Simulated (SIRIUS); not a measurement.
Wanted: the native input for a SIRIUS 7.12.0 run.

```
Task                                        : band structure
Functional                                  : PBE
Potentials or basis                         : all-electron FP-LAPW (no relativity for the valence, core without relativity)
Cutoff                                      : 198 eV
Basis                                       : apw+lo standard
k mesh                                      : 8 × 8 × 5
Occupations                                 : fermi-dirac, width 0.05 eV
Spin                                        : no spin polarisation
Muffin tin radii                            : Pt 2.43, Se 2.2 bohr
Basis cutoff (gk_cutoff)                    : 3.82 1/bohr
Cutoff of density and potential (pw_cutoff) : 20 1/bohr
lmax of the basis                           : 11
lmax of density and potential               : 8
Valence relativity                          : none
Core states                                 : Pt 1s2s2p3s3p3d4s4p4d, Se 1s2s2p
Local orbitals (radial functions)           : Pt 17, Se 14
Reference energy of the basis               : 0.27 Ha
Smallest sphere radius times basis cutoff   : 8.4
Core relativity                             : none
Start of the SCF                            : LDA density
```

PtSe2 (Sudovikovite):

```
Pt Se
1.0
     3.72400    0.00000    0.00000
    -1.86200    3.22508    0.00000
     0.00000    0.00000    5.06200
Pt Se
1 2
Direct
  0.00000 0.00000 0.00000
  0.66667 0.33333 0.75000
  0.33333 0.66667 0.25000
```

One way to write it, as run:

sirius.json

```json
{
  "control": {
    "processing_unit": "cpu",
    "std_evp_solver_name": "lapack",
    "gen_evp_solver_name": "lapack",
    "verbosity": 2,
    "print_forces": true,
    "ortho_rf": true,
    "use_second_variation": true,
    "rmt_max": 3.0,
    "num_bands_to_print": 24,
    "save_wf": true
  },
  "parameters": {
    "electronic_structure_method": "full_potential_lapwlo",
    "xc_functionals": ["XC_GGA_X_PBE", "XC_GGA_C_PBE"],
    "core_relativity": "none",
    "valence_relativity": "none",
    "num_fv_states": 50,
    "smearing": "fermi_dirac",
    "smearing_width": 0.0018374661,
    "pw_cutoff": 20,
    "gk_cutoff": 3.82,
    "lmax_apw": 11,
    "lmax_rho": 8,
    "lmax_pot": 8,
    "num_mag_dims": 0,
    "auto_rmt": 0,
    "ngridk": [8, 8, 5],
    "shiftk": [0, 0, 0],
    "num_dft_iter": 80,
    "energy_tol": 1e-07,
    "density_tol": 1e-05,
    "use_symmetry": true
  },
  "settings": {"tol_ne": 1e-10},
  "iterative_solver": {"type": "exact"},
  "mixer": {"type": "anderson", "beta": 0.5, "max_history": 8},
  "unit_cell": {
    "lattice_vectors": [[7.0373400881, 0.0, 0.0], [-3.5186700441, 6.0945152914, 0.0], [0.0, 0.0, 9.5657936429]],
    "atom_types": ["Pt", "Se"],
    "atom_files": {"Pt": "Pt.json", "Se": "Se.json"},
    "atoms": {"Pt": [[0.0, 0.0, 0.0]], "Se": [[0.6666666667, 0.3333333333, 0.75], [0.3333333333, 0.6666666667, 0.25]]}
  }
}
```

Pt.json

```json
{
  "name": "platinum",
  "symbol": "Pt",
  "number": 78,
  "mass": 195.084,
  "rmin": 1e-06,
  "rmt": 2.43,
  "nrmt": 800,
  "rinf": 13.69,
  "core": "1s2s2p3s3p3d4s4p4d",
  "valence": [
    {"basis": [{"enu": 0.07, "dme": 0, "n": 0, "auto": 0}, {"enu": 0.07, "dme": 1, "n": 0, "auto": 0}]},
    {"l": 0, "n": 1, "basis": [{"enu": 0.17, "dme": 0, "n": 0, "auto": 0}]},
    {"l": 1, "n": 2, "basis": [{"enu": 0.17, "dme": 0, "n": 0, "auto": 0}]},
    {"l": 2, "n": 3, "basis": [{"enu": 0.17, "dme": 0, "n": 0, "auto": 0}]},
    {"l": 3, "n": 4, "basis": [{"enu": 0.17, "dme": 0, "n": 0, "auto": 0}]},
    {"l": 4, "n": 5, "basis": [{"enu": 0.17, "dme": 0, "n": 0, "auto": 0}]}
  ],
  "lo": [
    {"l": 0, "basis": [{"enu": 0.17, "dme": 0, "n": 0, "auto": 0}, {"enu": 0.17, "dme": 1, "n": 0, "auto": 0}]},
    {
      "l": 0,
      "basis": [{"enu": -3.3487, "dme": 0, "n": 5, "auto": 1}, {"enu": -3.3487, "dme": 1, "n": 5, "auto": 1}]
    },
    {
      "l": 0,
      "basis": [{"enu": -3.3487, "dme": 1, "n": 5, "auto": 1}, {"enu": 0.17, "dme": 0, "n": 0, "auto": 0}]
    },
    {"l": 0, "basis": [{"enu": 0.17, "dme": 0, "n": 0, "auto": 0}, {"enu": 2.8796, "dme": 0, "n": 0, "auto": 0}]},
    {"l": 1, "basis": [{"enu": 0.17, "dme": 0, "n": 0, "auto": 0}, {"enu": 0.17, "dme": 1, "n": 0, "auto": 0}]},
    {
      "l": 1,
      "basis": [{"enu": -1.6742, "dme": 0, "n": 5, "auto": 1}, {"enu": -1.6742, "dme": 1, "n": 5, "auto": 1}]
    },
    {
      "l": 1,
      "basis": [{"enu": -1.6742, "dme": 1, "n": 5, "auto": 1}, {"enu": 0.17, "dme": 0, "n": 0, "auto": 0}]
    },
    {"l": 1, "basis": [{"enu": 0.17, "dme": 0, "n": 0, "auto": 0}, {"enu": 3.2861, "dme": 0, "n": 0, "auto": 0}]},
    {"l": 2, "basis": [{"enu": 0.17, "dme": 0, "n": 0, "auto": 0}, {"enu": 0.17, "dme": 1, "n": 0, "auto": 0}]},
    {"l": 2, "basis": [{"enu": 0.17, "dme": 1, "n": 0, "auto": 0}, {"enu": 0.17, "dme": 2, "n": 0, "auto": 0}]},
    {"l": 2, "basis": [{"enu": 0.17, "dme": 0, "n": 0, "auto": 0}, {"enu": 2.8119, "dme": 0, "n": 0, "auto": 0}]},
    {"l": 3, "basis": [{"enu": 0.17, "dme": 0, "n": 0, "auto": 0}, {"enu": 0.17, "dme": 1, "n": 0, "auto": 0}]},
    {
      "l": 3,
      "basis": [{"enu": -2.2156, "dme": 0, "n": 4, "auto": 1}, {"enu": -2.2156, "dme": 1, "n": 4, "auto": 1}]
    },
    {
      "l": 3,
      "basis": [{"enu": -2.2156, "dme": 1, "n": 4, "auto": 1}, {"enu": 0.17, "dme": 0, "n": 0, "auto": 0}]
    },
    {"l": 3, "basis": [{"enu": 0.17, "dme": 0, "n": 0, "auto": 0}, {"enu": 4.0989, "dme": 0, "n": 0, "auto": 0}]},
    {"l": 4, "basis": [{"enu": 0.17, "dme": 0, "n": 0, "auto": 0}, {"enu": 0.17, "dme": 1, "n": 0, "auto": 0}]},
    {"l": 4, "basis": [{"enu": 0.17, "dme": 0, "n": 0, "auto": 0}, {"enu": 3.4215, "dme": 0, "n": 0, "auto": 0}]}
  ],
  "free_atom": [... radial grid and density of the free atom, the start of the SCF ...]
}
```

Se.json

```json
{
  "name": "selenium",
  "symbol": "Se",
  "number": 34,
  "mass": 78.96,
  "rmin": 1e-06,
  "rmt": 2.2,
  "nrmt": 800,
  "rinf": 13.6,
  "core": "1s2s2p",
  "valence": [
    {"basis": [{"enu": 0.07, "dme": 0, "n": 0, "auto": 0}, {"enu": 0.07, "dme": 1, "n": 0, "auto": 0}]},
    {"l": 0, "n": 1, "basis": [{"enu": 0.0217, "dme": 0, "n": 0, "auto": 0}]},
    {"l": 1, "n": 2, "basis": [{"enu": 0.17, "dme": 0, "n": 0, "auto": 0}]},
    {"l": 2, "n": 3, "basis": [{"enu": 0.17, "dme": 0, "n": 0, "auto": 0}]},
    {"l": 3, "n": 4, "basis": [{"enu": 0.17, "dme": 0, "n": 0, "auto": 0}]}
  ],
  "lo": [
    {
      "l": 0,
      "basis": [{"enu": 0.0217, "dme": 0, "n": 0, "auto": 0}, {"enu": 0.0217, "dme": 1, "n": 0, "auto": 0}]
    },
    {
      "l": 0,
      "basis": [{"enu": 0.0217, "dme": 1, "n": 0, "auto": 0}, {"enu": 0.0217, "dme": 2, "n": 0, "auto": 0}]
    },
    {
      "l": 0,
      "basis": [{"enu": -7.3818, "dme": 0, "n": 3, "auto": 1}, {"enu": -7.3818, "dme": 1, "n": 3, "auto": 1}]
    },
    {
      "l": 0,
      "basis": [{"enu": 0.0217, "dme": 0, "n": 0, "auto": 0}, {"enu": 2.501, "dme": 0, "n": 0, "auto": 0}]
    },
    {"l": 1, "basis": [{"enu": 0.17, "dme": 0, "n": 0, "auto": 0}, {"enu": 0.17, "dme": 1, "n": 0, "auto": 0}]},
    {
      "l": 1,
      "basis": [{"enu": -5.1906, "dme": 0, "n": 3, "auto": 1}, {"enu": -5.1906, "dme": 1, "n": 3, "auto": 1}]
    },
    {
      "l": 1,
      "basis": [{"enu": -5.1906, "dme": 1, "n": 3, "auto": 1}, {"enu": 0.17, "dme": 0, "n": 0, "auto": 0}]
    },
    {"l": 1, "basis": [{"enu": 0.17, "dme": 0, "n": 0, "auto": 0}, {"enu": 3.9717, "dme": 0, "n": 0, "auto": 0}]},
    {"l": 2, "basis": [{"enu": 0.17, "dme": 0, "n": 0, "auto": 0}, {"enu": 0.17, "dme": 1, "n": 0, "auto": 0}]},
    {
      "l": 2,
      "basis": [{"enu": -1.5495, "dme": 0, "n": 3, "auto": 1}, {"enu": -1.5495, "dme": 1, "n": 3, "auto": 1}]
    },
    {
      "l": 2,
      "basis": [{"enu": -1.5495, "dme": 1, "n": 3, "auto": 1}, {"enu": 0.17, "dme": 0, "n": 0, "auto": 0}]
    },
    {"l": 2, "basis": [{"enu": 0.17, "dme": 0, "n": 0, "auto": 0}, {"enu": 4.4675, "dme": 0, "n": 0, "auto": 0}]},
    {"l": 3, "basis": [{"enu": 0.17, "dme": 0, "n": 0, "auto": 0}, {"enu": 0.17, "dme": 1, "n": 0, "auto": 0}]},
    {"l": 3, "basis": [{"enu": 0.17, "dme": 0, "n": 0, "auto": 0}, {"enu": 3.765, "dme": 0, "n": 0, "auto": 0}]}
  ],
  "free_atom": [... radial grid and density of the free atom, the start of the SCF ...]
}
```

sirius_start.json

```json
{
  "control": {
    "processing_unit": "cpu",
    "std_evp_solver_name": "lapack",
    "gen_evp_solver_name": "lapack",
    "verbosity": 1,
    "print_forces": false,
    "ortho_rf": true,
    "use_second_variation": true,
    "rmt_max": 3.0,
    "num_bands_to_print": 24,
    "save_wf": false
  },
  "parameters": {
    "electronic_structure_method": "full_potential_lapwlo",
    "xc_functionals": ["XC_LDA_X", "XC_LDA_C_PW"],
    "core_relativity": "none",
    "valence_relativity": "none",
    "num_fv_states": 50,
    "smearing": "fermi_dirac",
    "smearing_width": 0.0055123983,
    "pw_cutoff": 20,
    "gk_cutoff": 3.05,
    "lmax_apw": 11,
    "lmax_rho": 8,
    "lmax_pot": 8,
    "num_mag_dims": 0,
    "auto_rmt": 0,
    "ngridk": [3, 3, 2],
    "shiftk": [0, 0, 0],
    "num_dft_iter": 30,
    "energy_tol": 0.01,
    "density_tol": 0.05,
    "use_symmetry": true
  },
  "settings": {"tol_ne": 1e-10},
  "iterative_solver": {"type": "exact"},
  "mixer": {"type": "anderson", "beta": 0.5, "max_history": 8},
  "unit_cell": {
    "lattice_vectors": [[7.0373400881, 0.0, 0.0], [-3.5186700441, 6.0945152914, 0.0], [0.0, 0.0, 9.5657936429]],
    "atom_types": ["Pt", "Se"],
    "atom_files": {"Pt": "Pt.json", "Se": "Se.json"},
    "atoms": {"Pt": [[0.0, 0.0, 0.0]], "Se": [[0.6666666667, 0.3333333333, 0.75], [0.3333333333, 0.6666666667, 0.25]]}
  }
}
```

sirius_bands.json

```json
{
  "control": {
    "processing_unit": "cpu",
    "std_evp_solver_name": "lapack",
    "gen_evp_solver_name": "lapack",
    "verbosity": 2,
    "print_forces": true,
    "ortho_rf": true,
    "use_second_variation": true,
    "rmt_max": 3.0,
    "num_bands_to_print": 24,
    "save_wf": true
  },
  "parameters": {
    "electronic_structure_method": "full_potential_lapwlo",
    "xc_functionals": ["XC_GGA_X_PBE", "XC_GGA_C_PBE"],
    "core_relativity": "none",
    "valence_relativity": "none",
    "num_fv_states": 50,
    "smearing": "fermi_dirac",
    "smearing_width": 0.0018374661,
    "pw_cutoff": 20,
    "gk_cutoff": 3.82,
    "lmax_apw": 11,
    "lmax_rho": 8,
    "lmax_pot": 8,
    "num_mag_dims": 0,
    "auto_rmt": 0,
    "ngridk": [8, 8, 5],
    "shiftk": [0, 0, 0],
    "num_dft_iter": 80,
    "energy_tol": 1e-07,
    "density_tol": 1e-05,
    "use_symmetry": true
  },
  "settings": {"tol_ne": 1e-10},
  "iterative_solver": {"type": "exact"},
  "mixer": {"type": "anderson", "beta": 0.5, "max_history": 8},
  "unit_cell": {
    "lattice_vectors": [[7.0373400881, 0.0, 0.0], [-3.5186700441, 6.0945152914, 0.0], [0.0, 0.0, 9.5657936429]],
    "atom_types": ["Pt", "Se"],
    "atom_files": {"Pt": "Pt.json", "Se": "Se.json"},
    "atoms": {"Pt": [[0.0, 0.0, 0.0]], "Se": [[0.6666666667, 0.3333333333, 0.75], [0.3333333333, 0.6666666667, 0.25]]}
  },
  "kpoints_rel": {
    "G": [0.0, 0.0, 0.0],
    "A": [0.0, 0.0, 0.5],
    "H": [0.3333333333, 0.3333333333, 0.5],
    "K": [0.3333333333, 0.3333333333, 0.0],
    "L": [0.5, 0.0, 0.5],
    "M": [0.5, 0.0, 0.0]
  },
  "kpoints_path": ["G", "M", "K", "G", "A", "L", "H", "A"]
}
```

Potentials or basis: all-electron FP-LAPW (no relativity for the valence, core without relativity), apw+lo standard.

The run is started by

```bash
$ OMP_NUM_THREADS=1 sirius.scf --input=sirius_start.json --output=start.json
$ OMP_NUM_THREADS=1 sirius.scf --input=sirius.json --output=output.json --task=1
$ OMP_NUM_THREADS=1 sirius.scf --input=sirius_bands.json --output=bands_out.json --task=2
```

It gave:

```json
{
  "Largest force": "1.808 eV/Å",
  "Band gap along the path": "none (metal or under the smearing width)",
  "All electrons inside the program's atomic spheres": "Pt 76.40; Se 31.86 (radii Pt 2.43, Se 2.2 bohr)"
}
```

Caveat: relativity is left out for the valence states, which matters for the heavier elements; relativity is left out for the core states; spin-orbit coupling is left out, which moves the levels of the heavy elements; forces of over 1 eV/Å show positions far from the minimum, so gaps and moduli don't describe the material at rest.

Run time: 3.9 min on 1 thread of Arm Neoverse V1 (shared host), peak memory 0.75 GiB.
